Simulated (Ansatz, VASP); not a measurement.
# TiSi2: VASP beside Ansatz

Wanted: the spread between two codes on one cell, functional and k mesh. The structure shown is the end of the Ansatz relaxation below.

Program: Ansatz 0.2.0. Level of theory: plane waves, with VASP 6.6.1 beside it; single point at PBEsol. Results are calculated unless marked as measured.

### 1. Set-up

Symmetry: Fddd, No. 70, orthorhombic system. The conventional cell has a = 4.665 Å, b = 7.992 Å, c = 8.371 Å, α = 90.00°, β = 90.00°, γ = 90.00°. Nearest to Ti lie 10 Si at 2.49 to 2.69 Å. Nearest to Si lie 5 Si at 2.48 to 2.71 Å and 5 Ti at 2.49 to 2.69 Å. Farther neighbours are not listed.

As a file:

```cif
data_structure
_symmetry_space_group_name_H-M 'Fddd:1'
_symmetry_Int_Tables_number 70
_cell_length_a 4.6653
_cell_length_b 7.9918
_cell_length_c 8.3714
_cell_angle_alpha 90.000
_cell_angle_beta 90.000
_cell_angle_gamma 90.000
_cell_volume 312.12
loop_
_atom_site_label
_atom_site_type_symbol
_atom_site_symmetry_multiplicity
_atom_site_Wyckoff_symbol
_atom_site_fract_x
_atom_site_fract_y
_atom_site_fract_z
_atom_site_occupancy
Ti1 Ti 8 b 0.75000 0.25000 0.25000 1
Si1 Si 16 f 0.75000 0.58598 0.25000 1
```

### 2. Ansatz: relaxation, PBEsol

Ansatz runs on its PAW soft_1 files.

This run makes the geometry at which the two programs are then compared.

input.yaml

```yaml
crystal:
  lattice:
    - [0.0, 4.0878859667, 4.2507812523]
    - [2.3799961973, 0.0, 4.2507812523]
    - [2.3799961973, 4.0878859667, 0.0]
  atoms:
    - { symbol: Ti, position: [0.75, 0.75, 0.75] }
    - { symbol: Ti, position: [0.5, 0.5, 0.5] }
    - { symbol: Si, position: [0.0863148758, 0.4136851242, 0.0863148758] }
    - { symbol: Si, position: [0.4136851242, 0.0863148758, 0.4136851242] }
    - { symbol: Si, position: [0.1636851242, 0.8363148758, 0.1636851242] }
    - { symbol: Si, position: [0.8363148758, 0.1636851242, 0.8363148758] }
kpoints:
  mp_grid: { grid: [12, 12, 12] }
scf:
  occupations: { method: fermi_dirac, width: 0.05 }
hamiltonian:
  xc: pbesol
  pseudopotentials: { kind: paw, azcp: { folder: soft_1 }, xc_functional: pbe }
basis:
  ecutwfc: 600
output:
  forces: true
  stress: true
relax:
  f_tol: 0.005
  max_steps: 70
  cell: { stress_tol: 0.02, p_target: 10 }
```

Run with:

```console
$ ansatz run input.yaml --threads 4 --pin off --max-ram 10240MiB --backend cpu --events-out ev --progress --plain --runs-dir out
```

Numbers of over 12 decimals in the logs are rounded to 6 here.

Log:

```text
Engine: ansatz 0.2.0, aarch64-unknown-linux-gnu
Pseudopotentials: kind: paw
Pseudopotential: Ti, paw, valence charge 12, recommended cutoff 420 eV (normal), soft_1/Ti.paw.azcp
Pseudopotential: Si, paw, valence charge 4, recommended cutoff 420 eV (normal), soft_1/Si.paw.azcp
Functional definition: PBEsol
  exchange = pbesol_x
  correlation = pbesol_c
Crystal: 6 atoms, lattice volume = 82.713 Å³
Basis set: ecut = 600 eV, 2781 PW (Γ), exchange–correlation on 96×80×80 points (8 copies of the dense FFT grid, shifted against one another)
Bands: 26, of which v1, the nominal top of the filled ones, is band 20 counted from 1 (19 counted from 0)
Symmetry: 8 space group operations
Space group: Fddd (ITA 70), of the structure as read, at distance tolerance 4.4e-5 Å
k-points: 280 of 1728
Non-local potential: Ti, projectors of the file, l = 0: 3, l = 1: 2, l = 2: 3, l = 3: 1
Non-local potential: Si, projectors of the file, l = 0: 2, l = 1: 2, l = 2: 1
PAW form: soft (Blöchl's): semilocal exchange-correlation on the pseudo side does not see the compensation charge
PAW frozen core: Ti, regenerated for the run's functional, and the local potential with it (the file was generated under x = pbe(κ = 0.804, μ = 0.219515), c = pbe(β = 0.066725))
PAW frozen core: Si, regenerated for the run's functional, and the local potential with it (the file was generated under x = pbe(κ = 0.804, μ = 0.219515), c = pbe(β = 0.066725))
PAW one-centre angular grid: Ti, 590 points (default); XC on 64 Gauss nodes
PAW one-centre angular grid: Si, 110 points (default); XC on 64 Gauss nodes
Initial density: superposition of atomic densities (chi_scale 0.1, normalization cell, long waves kept (reshape's long-wave potential 0.00 eV rms))
Initial wavefunctions: pseudopotential atomic-orbital guess
Functional: x = pbesol(κ = 0.804, μ = 0.123457), c = pbesol(β = 0.046)
SCF iter   1: F=—  HF=-7438.518660 eV  |F-HF|=—  |Δ(HF+E_count)|=         —  Δρ=3.81e-2  dr2=2.09e0  ethr=3.10e-3  ⟨swp⟩=6.5  Hψ=35039  notcnv=0  defer=6
preconditioner: auto → Kerker (q_TF=auto, 2.417 Å⁻¹)  [metal: Δε(μ)=0.004 eV  Ē_g=6.363 eV  σ=0.050 eV  W_gap=0.02  n_scr=16 (ndim 8)  ℏωp=20.0 eV  f_vac=0.000  D(μ)=1.98/eV (n_scr^D=12)]
SCF iter   2: F=—  HF=-7438.080892 eV  |F-HF|=—  |Δ(HF+E_count)|=   4.38e-1  Δρ=2.37e-2  dr2=7.40e-1  ethr=3.10e-3  ⟨swp⟩=1.8  Hψ=10001  notcnv=0  defer=26
SCF iter   3: F=—  HF=-7437.818067 eV  |F-HF|=—  |Δ(HF+E_count)|=   2.63e-1  Δρ=2.38e-3  dr2=3.77e-3  ethr=1.85e-3  ⟨swp⟩=2.2  Hψ=12236  notcnv=0  defer=60
SCF iter   4: F=—  HF=-7437.816982 eV  |F-HF|=—  |Δ(HF+E_count)|=   1.09e-3  Δρ=7.47e-4  dr2=4.26e-4  ethr=9.42e-6  ⟨swp⟩=2.5  Hψ=13660  notcnv=0  defer=79
SCF iter   5: F=—  HF=-7437.816916 eV  |F-HF|=—  |Δ(HF+E_count)|=   6.65e-5  Δρ=1.44e-4  dr2=1.40e-5  ethr=1.06e-6  ⟨swp⟩=2.0  Hψ=8686  notcnv=0  defer=79
SCF iter   6: F=—  HF=-7437.816924 eV  |F-HF|=—  |Δ(HF+E_count)|=   8.32e-6  Δρ=2.34e-5  dr2=3.52e-7  ethr=3.51e-8  ⟨swp⟩=2.6  Hψ=10785  notcnv=0  defer=79
SCF iter   7: F=-7437.816924 eV  HF=-7437.816924 eV  |F-HF|=8.98e-9  |Δ(HF+E_count)|=   7.65e-8  Δρ=4.57e-6  dr2=1.60e-8  ethr=2.50e-10  ⟨swp⟩=4.0  Hψ=23088  notcnv=0
SCF 1 converged in 7 iterations: F = -7437.816924 eV  dr2 = 1.60e-8
  greatest PAW one-centre occupation: 0.998 electrons in one spin orbital (limit 2), on the Ti atom at site 1 (counted from 0), in its partial waves of l = 0
relax step   1: F+E_penalty+E_count = -7437.81692395 eV  Δ(F+E_penalty+E_count) = +0.000e0 eV  max|allowed force component| = 1.975e-3 eV/Å  Δτ_max = 0.0000 Å  P = +0.001 GPa  Ω = 82.713 Å³  (7 SCF iters, dr2 threshold 1.00e-7 eV, accepted)
[...]
relax step   4: F+E_penalty+E_count = -7437.67936586 eV  Δ(F+E_penalty+E_count) = +4.961e-3 eV  max|allowed force component| = 5.426e-4 eV/Å  Δτ_max = 0.0002 Å  P = +9.962 GPa  Ω = 78.047 Å³  energy of the carried Pulay correction = +2.409e-4 eV  (6 SCF iters, dr2 threshold 6.00e-7 eV, accepted)
[...]
relax step   5: F+E_penalty+E_count = -7437.67826877 eV  Δ(F+E_penalty+E_count) = +1.097e-3 eV  max|allowed force component| = 5.982e-4 eV/Å  Δτ_max = 0.0000 Å  P = +10.004 GPa  Ω = 78.029 Å³  energy of the carried Pulay correction = +2.419e-4 eV  (6 SCF iters, dr2 threshold 1.98e-8 eV, accepted)
[...]
relax step   6: F+E_penalty+E_count = -7437.67804404 eV  Δ(F+E_penalty+E_count) = +2.247e-4 eV  max|allowed force component| = 5.986e-4 eV/Å  Δτ_max = 0.0000 Å  P = +10.003 GPa  Ω = 78.029 Å³  stress off target by 6.46e-3 GPa  SCF on the basis re-selected at this cell (its energy is not comparable with the rows above)  (8 SCF iters)
basis re-selected at this cell: Δ(F+E_penalty+E_count) = +2.247e-4 eV, ΔP = -0.001 GPa vs the last step (what re-selecting the basis moved, of the pressure what is left beyond the Pulay correction that the steps carried, after the strain that the cell walked since its last selection, with what the two solves' SCF thresholds leave and, on support functions, any second-order correction that the steps lacked; it is no m [...]
SCF converged after 8 iterations
Free energy (F): -7437.678044 eV
Harris-Foulkes:  -7437.678044 eV  (|F-HF|=0.00e0)
Internal energy: -7437.661240 eV  (E = F + TS)
E sigma→0 (E₀):  -7437.669642 eV
Entropy (-TS):   -0.016805 eV (-2.801 meV/atom)
Fermi energy:    13.585162 eV
--- Per-component energies (eV) ---
  E_band       = -172.640268
  E_kinetic    = 746.062647
  E_local      = -2057.586029  (includes V_loc(G=0)·N_el)
  E_nonlocal   = 216.513633
  E_hartree    = 887.030149
  E_xc         = -466.072142
  E_vxc        = -496.850741  (∫ρ·V_xc dr)
  E_paw        = -4026.482125  (= ΣΔE_a)
  E_vpaw       = -354.840073  (= ΣTr[D̂ρ^β])
  E_aug_tail   = -0.000004  (compensation charges beyond the density's cutoff)
  E_ewald      = -2737.532381
  E_core_change = 0.405012  (= ΣΔE_core)
  E_smearing   = -0.016805  (= −TS)
  E_closure    = 0.000000  (closes the sum)
  Σ components = -7437.678044   (vs F -7437.678044, Δ=0.00e0)
--- Forces (eV/Å), atoms counted from 1 ---
  atom   1  Ti    -0.00000000     0.00000000    -0.00000000
  atom   2  Ti     0.00000000    -0.00000000     0.00000000
  atom   3  Si    -0.00000000     0.00059857     0.00000000
  atom   4  Si    -0.00000000    -0.00059857    -0.00000000
  atom   5  Si    -0.00000000    -0.00059857    -0.00000000
  atom   6  Si     0.00000000     0.00059857     0.00000000
  max |Σ_I F_I| component: 2.78e-17 eV/Å
--- Stress (GPa, compression-positive) ---
       10.006456      -0.000000      -0.000000
       -0.000000      10.000955       0.000000
       -0.000000       0.000000      10.002164
  P = ⅓ Tr σ = 10.0032 GPa (100.032 kbar)
--- Relaxed structure (5 steps of the walk, 5 accepted, 1 SCFs on fresh bases) ---
  F+E_penalty+E_count = -7437.67804404 eV   max|allowed force component| = 5.986e-4 eV/Å   (the final SCF, on the basis selected at the relaxed cell)
  cell:  # Å, volume = 78.0293 Å³
    - [0.0, 3.995887, 4.185709]
    - [2.332627, 0.0, 4.185709]
    - [2.332627, 3.995887, 0.0]
  atoms:
    - { symbol: Ti, position: [0.750000, 0.750000, 0.750000] }
    - { symbol: Ti, position: [0.5, 0.500000, 0.5] }
    - { symbol: Si, position: [0.085977, 0.414023, 0.085977] }
    - { symbol: Si, position: [0.414023, 0.085977, 0.414023] }
    - { symbol: Si, position: [0.164023, 0.835977, 0.164023] }
    - { symbol: Si, position: [0.835977, 0.164023, 0.835977] }
```

### 3. VASP: single point, PBEsol, pair 1

The same cell, functional, mesh and smearing now go to VASP, with its own data sets.

Lines of VASP's logs that name or quote its potential files are left out, and so is its time.

INCAR

```
SYSTEM = TiSi2
PREC = Accurate
ENCUT = 500
EDIFF = 1E-06
NELM = 120
ISMEAR = -1
SIGMA = 0.05
LREAL = .FALSE.
ALGO = Normal
GGA = PS
NBANDS = 26
LASPH = .TRUE.
LORBIT = 11
LWAVE = .FALSE.
LCHARG = .FALSE.
ISIF = 2
GGA_COMPAT = .FALSE.
KPAR = 2
```

POSCAR

```
TiSi2
1.0
    0.0000000000      3.9958867879      4.1857089595
    2.3326267787      0.0000000000      4.1857089595
    2.3326267787      3.9958867879      0.0000000000
Ti Si
2 4
Direct
    0.7500000000      0.7500000000      0.7500000000
    0.5000000000      0.5000000000      0.5000000000
    0.0859768147      0.4140231853      0.0859768147
    0.4140231853      0.0859768147      0.4140231853
    0.1640231853      0.8359768147      0.1640231853
    0.8359768147      0.1640231853      0.8359768147
```

KPOINTS

```
Automatic mesh
0
Gamma
12 12 12
0 0 0
```

Potentials, in the order of the species: Ti_sv and Si (PBE family, release 64).

Run with:

```console
$ mpirun -np 2 vasp_std
```

Log:

```text
[banner, memory and clock lines left out]
running    2 mpi-ranks, on    1 nodes
 distrk:  each k-point on    1 cores,    2 groups
 distr:  one band on    1 cores,    1 groups

 POSCAR found type information on POSCAR TiSi
 POSCAR found :  2 types and       6 ions
|                                                                             |
|               ----> ADVICE to this user running VASP <----                  |
|                                                                             |
|     You enforced a specific xc type in the INCAR file but a different       |
|     [... a line on the potential file left out ...]
|     I HOPE YOU KNOW WHAT YOU ARE DOING!                                     |
|                                                                             |

 LDA part: xc-table for (Slater+PW92), standard interpolation
 POSCAR, INCAR and KPOINTS ok, starting setup
 FFT: planning ... GRIDC
 FFT: planning ... GRID_SOFT
 FFT: planning ... GRID
 WAVECAR not read
 entering main loop
       N       E                     dE             d eps       ncg     rms          rms(c)
DAV:   1     0.387048831770E+03    0.38705E+03   -0.18743E+04 14560   0.161E+03
DAV:   2     0.209615670255E+01   -0.38495E+03   -0.37830E+03 14576   0.466E+02
DAV:   3    -0.436819395786E+02   -0.45778E+02   -0.44883E+02 25632   0.132E+02
DAV:   4    -0.467895287479E+02   -0.31076E+01   -0.30957E+01 19782   0.323E+01
DAV:   5    -0.469822263559E+02   -0.19270E+00   -0.19265E+00 23122   0.701E+00    0.212E+01
DAV:   6    -0.440263930913E+02    0.29558E+01   -0.33307E+01 20602   0.447E+01    0.715E+00
DAV:   7    -0.436131534146E+02    0.41324E+00   -0.57012E+00 19492   0.183E+01    0.579E+00
DAV:   8    -0.435468077251E+02    0.66346E-01   -0.59536E-01 21518   0.636E+00    0.931E-01
DAV:   9    -0.435435117094E+02    0.32960E-02   -0.88559E-02 20234   0.255E+00    0.527E-01
DAV:  10    -0.435443449413E+02   -0.83323E-03   -0.36057E-03 19588   0.493E-01    0.194E-01
DAV:  11    -0.435443724031E+02   -0.27462E-04   -0.20197E-03 23290   0.354E-01    0.118E-01
DAV:  12    -0.435443509188E+02    0.21484E-04   -0.58127E-04 20446   0.200E-01    0.204E-02
DAV:  13    -0.435443467897E+02    0.41290E-05   -0.41282E-05 19830   0.602E-02    0.126E-02
DAV:  14    -0.435443460240E+02    0.76575E-06   -0.27788E-06 17688   0.144E-02
   1 F= -.43544346E+02 E0= -.43535931E+02  d E =-.168307E-01
```

From OUTCAR (step 3):

```text
ion  position               nearest neighbor table
   1  0.750  0.750  0.750-   6 2.49   5 2.49   6 2.49   5 2.49   4 2.68   4 2.68   3 2.68   3 2.68
                             3 2.69   4 2.69
   2  0.500  0.500  0.500-   3 2.49   4 2.49   3 2.49   4 2.49   5 2.68   5 2.68   6 2.68   6 2.68
                             5 2.69   6 2.69
   3  0.086  0.414  0.086-   5 2.48   5 2.48   2 2.49   2 2.49   4 2.62   1 2.68   1 2.68   1 2.69
                             4 2.71   4 2.71   6 3.12   6 3.12   6 3.12   6 3.12
   4  0.414  0.086  0.414-   6 2.48   6 2.48   2 2.49   2 2.49   3 2.62   1 2.68   1 2.68   1 2.69
                             3 2.71   3 2.71   5 3.12   5 3.12   5 3.12   5 3.12
   5  0.164  0.836  0.164-   3 2.48   3 2.48   1 2.49   1 2.49   6 2.62   2 2.68   2 2.68   2 2.69
                             6 2.71   6 2.71   4 3.12   4 3.12   4 3.12   4 3.12
   6  0.836  0.164  0.836-   4 2.48   4 2.48   1 2.49   1 2.49   5 2.62   2 2.68   2 2.68   2 2.69
                             5 2.71   5 2.71   3 3.12   3 3.12   3 3.12   3 3.12

  LATTYP: Found a face centered orthorhombic cell.
 ALAT       =     4.6652535574
 B/A-ratio  =     1.7130416337
 C/A-ratio  =     1.7944186347

 Subroutine GETGRP returns: Found  8 space group operations
 (whereof  4 operations were pure point group operations)

The static configuration has the point symmetry D_2 .
 The point group associated with its full space group is D_2h.

 Found    280 irreducible k-points:

   k-points           NKPTS =    280   k-points in BZ     NKDIM =    280   number of bands    NBANDS=     26

   dimension x,y,z NGX =    42 NGY =   36 NGZ =   36
   dimension x,y,z NGXF=    84 NGYF=   72 NGZF=   72

   ENCUT  =  500.0 eV  36.75 Ry    6.06 a.u.  10.55  8.74  8.44*2*pi/ulx,y,z

   NELECT =      40.0000    total number of electrons

 k-points in reciprocal lattice and weights: Automatic mesh
   0.00000000  0.00000000  0.00000000       0.001
   0.08333333  0.00000000  0.00000000       0.005
   0.16666667  0.00000000  0.00000000       0.005
   0.25000000 -0.00000000  0.00000000       0.005
   0.33333333 -0.00000000  0.00000000       0.005
   0.41666667  0.00000000  0.00000000       0.005
   0.50000000 -0.00000000  0.00000000       0.002
   0.08333333  0.08333333  0.00000000       0.001
   0.16666667  0.08333333  0.00000000       0.005
[...]
-0.08333333  0.41666667  0.50000000       0.001
   0.00000000  0.50000000  0.50000000       0.001

 average (electrostatic) potential at core
       1 -68.6948       2 -68.6948       3 -77.8043       4 -77.8043       5 -77.8043
       6 -77.8043

 E-fermi :  11.0019

 k-point     1 :       0.0000    0.0000    0.0000
  band No.  band energies     occupation
    ...
     17       8.5654      2.00000
     18       9.0130      2.00000
     19       9.2422      2.00000
     20       9.6177      2.00000
     21       9.9962      2.00000
     22      13.2276      0.00000
     23      14.4203      0.00000
     24      14.6532      0.00000
     25      14.8818      0.00000
     26      14.9014      0.00000

 k-point     2 :       0.0833    0.0000    0.0000
  band No.  band energies     occupation
    ...
     17       8.5239      2.00000
     18       8.9497      2.00000
     19       9.4980      2.00000
     20       9.6267      2.00000
     21       9.9828      2.00000
     22      13.1452      0.00000
     23      14.4250      0.00000
     24      14.5543      0.00000
     25      14.7184      0.00000
     26      14.9098      0.00000

 k-point     3 :       0.1667    0.0000    0.0000
  band No.  band energies     occupation
    ...
     17       8.8870      2.00000
     18       9.0155      2.00000
     19       9.7147      2.00000
     20       9.8077      2.00000
     21      10.0726      2.00000
     22      12.9089      0.00000
     23      14.1927      0.00000
     24      14.2635      0.00000
     25      14.4506      0.00000
     26      14.5952      0.00000

  Total        4.9453997      4.9313996      4.9814715      0.0000000      0.0000000      0.0000000
  in kB      101.5440595    101.2565955    102.2847238      0.0000000      0.0000000      0.0000000
  external PRESSURE =     101.6951263 kB  Pullay stress =       0.0000000 kB

  energy-cutoff  :      500.00
  volume of cell :       78.03
      direct lattice vectors                 reciprocal lattice vectors
     0.000000000  3.995886788  4.185708960    -0.214350622  0.125128670  0.119454077
     2.332626779  0.000000000  4.185708960     0.214350622 -0.125128670  0.119454077
     2.332626779  3.995886788  0.000000000     0.214350622  0.125128670 -0.119454077

 POSITION                                       TOTAL-FORCE (eV/Angst)
 -----------------------------------------------------------------------------------
      3.49894      5.99383      6.27856        -0.000000     -0.000000      0.000000
      2.33263      3.99589      4.18571        -0.000000      0.000000     -0.000000
      1.16631      0.68711      2.09285        -0.000000     -0.000917     -0.000000
      1.16631      3.30878      2.09285        -0.000000      0.000917     -0.000000
      2.33263      1.31084      4.18571         0.000000      0.000917      0.000000
      2.33263      6.68094      4.18571         0.000000     -0.000917      0.000000
 -----------------------------------------------------------------------------------
    total drift:                               -0.000000     -0.000000      0.000000

  FREE ENERGIE OF THE ION-ELECTRON SYSTEM (eV)
  ---------------------------------------------------
  free  energy   TOTEN  =       -43.5443460240 eV

  energy  without entropy=      -43.5275153149  energy(sigma->0) =      -43.53593067

 total charge
# of ion       s       p       d       tot
------------------------------------------
    1        2.190   6.198   2.154  10.542
    2        2.190   6.198   2.154  10.542
    3        0.769   0.903   0.000   1.672
    4        0.769   0.903   0.000   1.672
    5        0.769   0.903   0.000   1.672
    6        0.769   0.903   0.000   1.672
--------------------------------------------------
tot          7.457  16.008   4.309  27.773

[... 3 further parts left out ...]
```

The run ends at a pressure of 10.17 GPa, with forces up to 9.2e-4 eV/Å.

### 4. Side by side

Known differences besides the potentials themselves: the cutoff is 600 eV in Ansatz and 500 eV in VASP; Ansatz makes its cores anew for this functional, VASP keeps those of its PBE data sets; Ansatz's pressure holds a Pulay correction, VASP's none. Total energies have different zeros and are not compared.

Compared:

| quantity | Ansatz | VASP | difference |
| --- | --- | --- | --- |
| pressure (GPa) | 10.00 | 10.17 | -0.17 |

### 5. Ansatz: relaxation, PBEsol

This run makes the geometry at which the two programs are then compared. The cell compared in this pair holds 74.44 Å³, against 78.03 Å³ for the pair before.

The structure compared here is the end of the Ansatz relaxation.

Changes to input.yaml since step 2:

```diff
@@ -24,2 +24,6 @@
   stress: true
+  write_density: true
+  write_potential: true
+  elf: true
+  volumetric_format: npy
 relax:
@@ -27,2 +31,2 @@
   max_steps: 70
-  cell: { stress_tol: 0.02, p_target: 10 }
+  cell: { stress_tol: 0.02, p_target: 20 }
```

Run with:

```console
$ ansatz run input.yaml --threads 4 --pin off --max-ram 10240MiB --backend cpu --events-out ev --progress --plain --runs-dir out
```

Log:

```text
[...]
Crystal: 6 atoms, lattice volume = 82.713 Å³
Basis set: ecut = 600 eV, 2781 PW (Γ), exchange–correlation on 96×80×80 points (8 copies of the dense FFT grid, shifted against one another)
Bands: 26, of which v1, the nominal top of the filled ones, is band 20 counted from 1 (19 counted from 0)
Symmetry: 8 space group operations
[...]
k-points: 280 of 1728
[...]
cell:  # Å, volume = 74.4370 Å³
    - [0.0, 3.924236, 4.132179]
    - [2.295222, 0.0, 4.132179]
    - [2.295222, 3.924236, 0.0]
  atoms:
    - { symbol: Ti, position: [0.750000, 0.750000, 0.750000] }
    - { symbol: Ti, position: [0.500000, 0.500000, 0.5] }
    - { symbol: Si, position: [0.085756, 0.414244, 0.085756] }
    - { symbol: Si, position: [0.414244, 0.085756, 0.414244] }
    - { symbol: Si, position: [0.164244, 0.835756, 0.164244] }
    - { symbol: Si, position: [0.835756, 0.164244, 0.835756] }
[key lines of the parts left out:]
SCF converged after 9 iterations
Free energy (F): -7437.345966 eV
Fermi energy:    14.318854 eV
P = ⅓ Tr σ = 20.0051 GPa (200.051 kbar)
```

(Part 1 of 2 ends here.)

[Lines on the potential files, build, host, timing and source positions are cut from VASP's logs without a mark.]

[Logs are printed without paths, hosts, clocks, repeated set-up lines and the standing remarks that a program may print on its own settings, such as how far it seeks lower states.]

[Hosts, paths, dates, database ids (printed as entryN), source tags and the programs' standing remarks are cut or masked in the printed files.]
